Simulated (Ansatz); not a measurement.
Free-standing chains of the atoms of MgS, named by their start (strip: triangular double chain, ladder: square double chain); atoms and period are relaxed, and energies count from relaxed bulk MgS (Fm-3m, 17.88 Å³/atom, gap on the mesh 2.76 eV).

Method: Ansatz 0.2.0, DFT PBE, scalar-relativistic, plane waves, PAW.

Cutoff 420 eV; k points 1×1×14 on the computed 2-atom cell (Γ-centred); Gaussian smearing, width 0.05 eV; collinear spin from starting moments 0.5 0.5 μB.

Start (linear chain):

```xyz
2
Lattice="9.0000 0.0000 0.0000 0.0000 9.3000 0.0000 0.0000 0.0000 4.7067" Properties=species:S:1:pos:R:3 pbc="T T T"
Mg    4.5000    4.6500    0.0000
S     4.5000    4.6500    2.3534
```

Problem. Give the relaxed structure and its energy.

Solution. The free energy falls by 80 meV/atom.

| Item | Value |
| --- | --- |
| excess energy (eV per host atom) | 1.050 |
| period (Å) | 4.458 |
| gap on the mesh (eV) | 2.82 |
| highest filled level or Fermi level under vacuum (eV) | 5.66 |
| size of the moment (μB per cell) | 0.00 |

Relaxed structure:
```yaml
crystal:
  lattice:
    - [9.00000, 0.00000, 0.00000]
    - [0.00000, 9.30000, 0.00000]
    - [0.00000, 0.00000, 4.45809]
  atoms:
    - { symbol: Mg, position: [0.50000, 0.50000, 0.00000] }
    - { symbol: S, position: [0.50000, 0.50000, 0.50000] }
```

Each run keeps its start's symmetry and one magnetic start, so lower states can exist.

The run took 10 s on 2 threads of AMD EPYC 9R45 96-Core Processor (Zen 5), on a shared host, peak memory 0.64 GiB.